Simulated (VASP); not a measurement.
# TiAl3 (I4/mmm) in VASP: a series of runs

The runs below take TiAl3 through relaxation of cell and atoms, with LDA, PBE+D3(BJ), PBEsol.

All numbers are computed with VASP 6.6.1; they aren't measurements. Logs are shortened: lines on timing, memory, paths and dates and some standing lists are left out, and cuts for length are marked.

## Step 1: The structure

It takes space group I4/mmm (No. 139, tetragonal). The conventional cell has a = 3.822 Å, b = 3.822 Å, c = 8.561 Å, α = 90.00°, β = 90.00°, γ = 90.00°. Around Ti (site symmetry 4/mmm) lie 12 Al at 2.70 to 2.87 Å. Al (site symmetry -4m2) is surrounded by 8 Al at 2.70 to 2.87 Å and 4 Ti at 2.87 Å. Al (site symmetry 4/mmm) has 4 Ti at 2.70 Å and 8 Al at 2.87 Å as nearest neighbours.

The cell comes from a database or a generator and needn't be the stable form of this composition.

## Step 2: Relaxation of cell and atoms, LDA

Contents of INCAR:

```
SYSTEM = TiAl3
ALGO = Normal
EDIFF = 1E-7
EDIFFG = -0.01
ENCUT = 600
GGA = CA
IBRION = 2
ISIF = 3
ISMEAR = -1
KPAR = 2
LASPH = .TRUE.
LCHARG = .FALSE.
LREAL = .FALSE.
LWAVE = .FALSE.
NELM = 60
NSW = 40
PREC = Accurate
SIGMA = 0.05
```

Contents of KPOINTS:

```
k-points
0
G
  8 8 8
  0 0 0
```

Contents of POSCAR:

```
TiAl3
1.0
   -1.9111067713      1.9111067713      4.2806687947
    1.9111067713     -1.9111067713      4.2806687947
    1.9111067713      1.9111067713     -4.2806687947
Ti Al
1 3
Direct
    0.0000000000      0.0000000000      0.0000000000
    0.2500000000      0.7500000000      0.5000000000
    0.7500000000      0.2500000000      0.5000000000
    0.5000000000      0.5000000000      0.0000000000
```

Potentials or basis: VASP PAW LDA potentials, release 64 (Ti_sv, Al).

Command:

```bash
> cat potpaw_LDA.64/Ti_sv/POTCAR potpaw_LDA.64/Al/POTCAR > POTCAR
> mpirun -np 2 vasp_std > vasp.out
```

OUTCAR:

```text
SYSTEM = TiAl3
   EDIFF = 1E-7
   EDIFFG = -0.01
   ENCUT = 600
   GGA = CA
   IBRION = 2
   ISIF = 3
   ISMEAR = -1
   LASPH = .TRUE.
   LREAL = .FALSE.
   NELM = 60
   NSW = 40
   PREC = Accurate

 ion  position               nearest neighbor table
   1  0.000  0.000  0.000-   4 2.70   4 2.70   4 2.70   4 2.70   3 2.87   2 2.87   3 2.87   2 2.87
                             3 2.87   3 2.87   2 2.87   2 2.87
   2  0.250  0.750  0.500-   3 2.70   3 2.70   3 2.70   3 2.70   4 2.87   1 2.87   4 2.87   4 2.87
                             1 2.87   1 2.87   4 2.87   1 2.87
   3  0.750  0.250  0.500-   2 2.70   2 2.70   2 2.70   2 2.70   4 2.87   1 2.87   4 2.87   1 2.87
                             4 2.87   4 2.87   1 2.87   1 2.87
   4  0.500  0.500  0.000-   1 2.70   1 2.70   1 2.70   1 2.70   3 2.87   2 2.87   3 2.87   3 2.87
                             2 2.87   2 2.87   3 2.87   2 2.87

  LATTYP: Found a body centered tetragonal cell.
 ALAT       =     3.8222135426
 C/A-ratio  =     2.2398899208

  Lattice vectors:

 A1 = (  -1.9111067713,   1.9111067713,   4.2806687947)
 A2 = (   1.9111067713,  -1.9111067713,   4.2806687947)
 A3 = (   1.9111067713,   1.9111067713,  -4.2806687947)

Analysis of symmetry for initial positions (statically):
=====================================================================
 Subroutine PRICEL returns:
 Original cell was already a primitive cell.

 Routine SETGRP: Setting up the symmetry group for a
 body centered tetragonal supercell.

 Subroutine GETGRP returns: Found 16 space group operations
 (whereof 16 operations were pure point group operations)
 out of a pool of 16 trial point group operations.

The static configuration has the point symmetry D_4h.

Analysis of symmetry for dynamics (positions and initial velocities):
=====================================================================
 Subroutine PRICEL returns:
 Original cell was already a primitive cell.

 Routine SETGRP: Setting up the symmetry group for a
 body centered tetragonal supercell.

 Subroutine GETGRP returns: Found 16 space group operations
 (whereof 16 operations were pure point group operations)
 out of a pool of 16 trial point group operations.

The dynamic configuration has the point symmetry D_4h.

 Subroutine INISYM returns: Found 16 space group operations
 (whereof 16 operations are pure point group operations),
 and found     1 'primitive' translations

[... 121 lines left out ...]
  Thomas-Fermi vector in A             =   2.274596
   LORBIT       =      0    0 simple, 1 ext, 2 COOP (PROOUT), +10 PAW based schemes
   GGA     = CA    functional components
   LHFCALC =     F    Hartree Fock is set to
   AEXX    =    0.0000 exact exchange contribution
   IVDW    =     0    specifies the selected vdW correction
   LEPSILON=     F    determine dielectric tensor
   LRPA    =     F    only Hartree local field effects (RPA)
 conjugate gradient relaxation of ions
 non-spin polarized calculation
  energy-cutoff  :      600.00
  volume of cell :       62.54
 maximum number of plane-waves:      2122
   NGX = 21   NGY = 21   NGZ = 21

--------------------------------------- Ionic step        1  -------------------------------------------

 number of electron      20.9999999 magnetization

 Free energy of the ion-electron system (eV)
  ---------------------------------------------------
  ext. energy  EPLUGINS =         0.00000000
  ---------------------------------------------------
  free energy    TOTEN  =       -22.78509717 eV

  energy without entropy =      -22.77338836  energy(sigma->0) =      -22.77924277

------------------------ aborting loop because EDIFF is reached ----------------------------------------

  FORCE on cell =-STRESS in cart. coord.  units (eV):
  Direction    XX          YY          ZZ          XY          YZ          ZX
  --------------------------------------------------------------------------------------
  -------------------------------------------------------------------------------------
  Total       -1.3687972     -1.3687972     -1.1999261      0.0000000      0.0000000      0.0000000
  in kB      -35.0677711    -35.0677711    -30.7413931      0.0000000      0.0000000      0.0000000
  external PRESSURE =     -33.6256451 kB  Pullay stress =       0.0000000 kB
[... 63 lines left out ...]
--------------------------------------- Ionic step        3  -------------------------------------------

 number of electron      21.0000000 magnetization

 Free energy of the ion-electron system (eV)
  ---------------------------------------------------
  ext. energy  EPLUGINS =         0.00000000
  ---------------------------------------------------
  free energy    TOTEN  =       -22.80540108 eV

  energy without entropy =      -22.79414251  energy(sigma->0) =      -22.79977179

 E-fermi :   8.4419     XC(G=0): -11.1107

 val. band max:        8.4274391564   @ k =  -0.3750   0.5000   0.2500
 cond. band min:       8.4794565816   @ k =  -0.3750   0.3750   0.3750
 fundamental gap:      0.0520174251
 Fermi energy:         8.4419398346

 k-point     1 :       0.0000    0.0000    0.0000
  band No.  band energies     occupation
      1     -47.2107      2.00000
      2     -23.9246      2.00000
      3     -23.9246      2.00000
      4     -23.8437      2.00000
      5      -1.7879      2.00000
      6       5.5409      2.00000
      7       5.8134      2.00000
      8       6.9681      2.00000
      9       7.1931      2.00000
     10       7.1931      2.00000
     11       9.3010      0.00000
     12      10.2972      0.00000
     13      10.2972      0.00000
     14      10.7630      0.00000
[... 377 lines left out ...]
      1     -47.2082      2.00000
      2     -23.9561      2.00000
      3     -23.9380      2.00000
      4     -23.8406      2.00000
      5       1.5501      2.00000
      6       2.0339      2.00000
      7       5.1887      2.00000
      8       5.3188      2.00000
      9       6.3989      2.00000
     10       6.8553      2.00000
     11       8.1478      1.99444
     12       9.6304      0.00000
     13      10.3378      0.00000
     14      11.0745      0.00000

 [... further k-points ...]

------------------------ aborting loop because EDIFF is reached ----------------------------------------

  FORCE on cell =-STRESS in cart. coord.  units (eV):
  Direction    XX          YY          ZZ          XY          YZ          ZX
  --------------------------------------------------------------------------------------
  -------------------------------------------------------------------------------------
  Total       -0.0035960     -0.0035960      0.0048222      0.0000000      0.0000000      0.0000000
  in kB       -0.0949828     -0.0949828      0.1273691      0.0000000      0.0000000      0.0000000
  external PRESSURE =      -0.0208655 kB  Pullay stress =       0.0000000 kB
[... 19 lines left out ...]
  FREE ENERGIE OF THE ION-ELECTRON SYSTEM (eV)
  ---------------------------------------------------
  free  energy   TOTEN  =       -22.8054010756 eV

  energy  without entropy=      -22.7941425061  energy(sigma->0) =      -22.79977179

 reached required accuracy - stopping structural energy minimisation
```

Run time: 90 s. Hardware: 2 MPI ranks of Intel Xeon Platinum 8488C (Sapphire Rapids), shared host; peak memory 0.23 GiB.

Results:

```
Free energy                            : -22.8054 eV
Relaxed volume                         : 15.16 Å³/atom
Relaxed cell                           : a = 5.014 Å, b = 5.014 Å, c = 5.014 Å, α = 135.69°, β = 135.69°, γ = 64.47°
Space group after relaxing (to 0.05 Å) : I4/mmm (No. 139)
Energy gained by relaxing              : 5.1 meV/atom
Ionic steps                            : 3
Pressure after relaxing                : 0.0 GPa
Band gap on the k mesh                 : none (metal or under the smearing width)
```

The path:
```tsv
step	energy change (eV)	largest force (eV/Å)	pressure (GPa)	volume (Å³)
1	0.0000	0.0000	-3.36	62.54
2	-0.0136	0.0000	2.09	59.61
3	-0.0203	0.0000	0.00	60.66
```

Final structure:
```
Ti Al
1.0
    -1.89094    1.89094    4.24107
     1.89094   -1.89094    4.24107
     1.89094    1.89094   -4.24107
Ti Al
1 3
Direct
  0.00000 0.00000 0.00000
  0.25000 0.75000 0.50000
  0.75000 0.25000 0.50000
  0.50000 0.50000 0.00000
```

## Step 3: Relaxation of cell and atoms, PBE+D3(BJ)

Contents of INCAR:

```
SYSTEM = TiAl3
PREC = Accurate ; ENCUT = 600
EDIFF = 1E-7 ; ISMEAR = -1
SIGMA = 0.05 ; LREAL = .FALSE.
LASPH = .TRUE. ; NELM = 60
ALGO = Normal ; ISIF = 3
LWAVE = .FALSE. ; LCHARG = .FALSE.
GGA = PE ; IVDW = 12
IBRION = 2 ; NSW = 40
EDIFFG = -0.005 ; KPAR = 2
```

Contents of KPOINTS:

```
Automatic mesh
0
G
  8 8 8
  0 0 0
```

POSCAR is that of step 2.

Potentials or basis: VASP PAW PBE potentials, release 64 (Ti_sv, Al).

Command:

```bash
> cat potpaw_PBE.64/Ti_sv/POTCAR potpaw_PBE.64/Al/POTCAR > POTCAR
> mpirun -np 2 vasp_std > vasp.out
```

Wall time 2.5 min (2 MPI ranks of AMD EPYC 7R43 (Zen 3), shared host); peak memory 0.26 GiB.

Results (log left out):

| Property | Result |
| --- | --- |
| Free energy | -22.3758 eV |
| Relaxed volume | 15.29 Å³/atom |
| Relaxed cell | a = 5.023 Å, b = 5.023 Å, c = 5.023 Å, α = 135.60°, β = 135.60°, γ = 64.60° |
| Space group after relaxing (to 0.05 Å) | I4/mmm (No. 139) |
| Energy gained by relaxing | 2.8 meV/atom |
| Ionic steps | 7 |
| Pressure after relaxing | 0.0 GPa |
| Band gap on the k mesh | none (metal or under the smearing width) |
| Dispersion energy per atom | -0.435 eV |

Step by step:
```tsv
step	energy change (eV)	largest force (eV/Å)	pressure (GPa)	volume (Å³)
1	0.0000	0.0000	-2.48	62.54
2	-0.0075	0.0000	1.49	60.38
3	-0.0110	0.0000	0.00	61.14
4	-0.0110	0.0000	-0.04	61.17
5	-0.0110	0.0000	-0.05	61.17
6	-0.0110	0.0000	-0.05	61.17
7	-0.0110	0.0000	-0.05	61.17
```

Final structure:
```xyz
4
Lattice="-1.8978 1.8978 4.2458 1.8978 -1.8978 4.2458 1.8978 1.8978 -4.2458" Properties=species:S:1:pos:R:3 pbc="T T T"
Ti    0.0000    0.0000    0.0000
Al    1.8978    0.0000    2.1229
Al    0.0000    1.8978    2.1229
Al    0.0000    0.0000    4.2458
```

Levels at points of the mesh, in eV from the Fermi level:
```csv
k point,band 8,band 9,band 10,band 11,band 12,band 13,band 14
"(0.00, 0.00, 0.00)",-1.46,-1.26,-1.26,0.85,1.78,1.78,2.24
"(0.50, 0.00, 0.00)",-2.96,-1.09,-0.27,0.51,1.87,2.12,2.80
"(0.50, 0.50, 0.00)",-3.84,-2.74,-2.22,-1.02,1.83,2.01,2.74
"(0.50, 0.50, 0.50)",-0.93,-0.93,-0.25,0.71,0.71,0.97,3.12
```

Caveat: pairwise dispersion overbinds metals, which lowers pressure and volume.

## Step 4: Relaxation of cell and atoms, PBEsol

Contents of INCAR:

```
  PREC = Accurate
  ENCUT = 600
  EDIFF = 1E-7
  ISMEAR = -1
  SIGMA = 0.05
  LREAL = False
  LASPH = True
  NELM = 100
  ALGO = Normal
  ISIF = 3
  LWAVE = False
  LCHARG = False
  GGA = PS
  IBRION = 2
  NSW = 60
  EDIFFG = -0.02
  KPAR = 2
```

Contents of KPOINTS:

```
Automatic mesh
0
Gamma
  8 8 8
```

POSCAR is that of step 3.

Command:

```bash
> cat potpaw_PBE.64/Ti_sv/POTCAR potpaw_PBE.64/Al/POTCAR > POTCAR
> mpirun -np 2 vasp_std > vasp.out
```

Wall time 2 min (2 MPI ranks of Intel Xeon Platinum 8488C (Sapphire Rapids), shared host); peak memory 0.28 GiB.

The run converged. Its results:

```
Free energy                            : -22.2396 eV
Relaxed volume                         : 15.58 Å³/atom
Relaxed cell                           : a = 5.056 Å, b = 5.056 Å, c = 5.056 Å, α = 135.64°, β = 135.64°, γ = 64.54°
Space group after relaxing (to 0.05 Å) : I4/mmm (No. 139)
Energy gained by relaxing              : 0.1 meV/atom
Ionic steps                            : 3
Pressure after relaxing                : 0.0 GPa
Band gap on the k mesh                 : none (metal or under the smearing width)
```

Step by step:
| step | energy change (eV) | largest force (eV/Å) | pressure (GPa) | volume (Å³) |
| --- | --- | --- | --- | --- |
| 1 | 0.0000 | 0.0000 | -0.40 | 62.54 |
| 2 | -0.0002 | 0.0000 | 0.24 | 62.18 |
| 3 | -0.0003 | 0.0000 | 0.01 | 62.31 |

Final structure:
```cif
data_structure
_symmetry_space_group_name_H-M 'P 1'
_symmetry_Int_Tables_number 1
_cell_length_a 5.0562
_cell_length_b 5.0562
_cell_length_c 5.0562
_cell_angle_alpha 135.638
_cell_angle_beta 135.638
_cell_angle_gamma 64.540
_cell_volume 62.31
loop_
_atom_site_label
_atom_site_type_symbol
_atom_site_fract_x
_atom_site_fract_y
_atom_site_fract_z
_atom_site_occupancy
Ti1 Ti 0.00000 0.00000 0.00000 1
Al1 Al 0.25000 0.75000 0.50000 1
Al2 Al 0.75000 0.25000 0.50000 1
Al3 Al 0.50000 0.50000 0.00000 1
```

Levels at points of the mesh, in eV from the Fermi level:
```csv
k point,band 8,band 9,band 10,band 11,band 12,band 13,band 14
"(0.00, 0.00, 0.00)",-1.44,-1.24,-1.24,0.84,1.76,1.76,2.23
"(0.50, 0.00, 0.00)",-2.94,-1.06,-0.27,0.50,1.81,2.10,2.74
"(0.50, 0.50, 0.00)",-3.78,-2.71,-2.21,-1.00,1.78,1.95,2.71
"(0.50, 0.50, 0.50)",-0.92,-0.92,-0.25,0.70,0.70,0.96,3.07
```

Caveat: the PAW data sets were made with another functional, which shifts forces and pressure a little.

## Step 5: The reference run

An earlier run on the cell as given: functional PBEsol; potentials or basis VASP PAW PBE potentials, release 64 (Ti_sv, Al); cutoff 520 eV; k mesh 10 × 10 × 10; occupations fermi-dirac, width 0.05 eV; no spin polarisation.

- Pressure: -0.4 GPa
- Band gap on the k mesh: none (metal or under the smearing width)

## Step 6: Summary

| task | level | potentials or basis | cell | k mesh | cutoff (eV) | ladder | gap on the mesh (eV) | pressure (GPa) | relaxed volume (Å³/atom) |
| --- | --- | --- | --- | --- | --- | --- | --- | --- | --- |
| relaxation of cell and atoms | LDA | VASP PAW LDA potentials, release 64 (Ti_sv, Al) | relaxed | 8 × 8 × 8 | 600 | gaps | none | 0.0 | 15.16 |
| relaxation of cell and atoms | PBE+D3(BJ) | VASP PAW PBE potentials, release 64 (Ti_sv, Al) | relaxed | 8 × 8 × 8 | 600 | gaps | none | 0.0 | 15.29 |
| relaxation of cell and atoms | PBEsol | VASP PAW PBE potentials, release 64 (Ti_sv, Al) | relaxed | 8 × 8 × 8 | 600 | gaps | none | 0.0 | 15.58 |
| single point | PBEsol | VASP PAW PBE potentials, release 64 (Ti_sv, Al) | as given | 10 × 10 × 10 | 520 | free | none | -0.4 | - |

Alike in all rows: no spin polarisation; smearing fermi-dirac 0.05 eV.

Caveats: the PAW data sets were made with another functional, which shifts forces and pressure a little (some runs); pairwise dispersion overbinds metals, which lowers pressure and volume (some runs).

Total energies depend on the potentials used, so only differences within one code and one set of settings carry meaning.
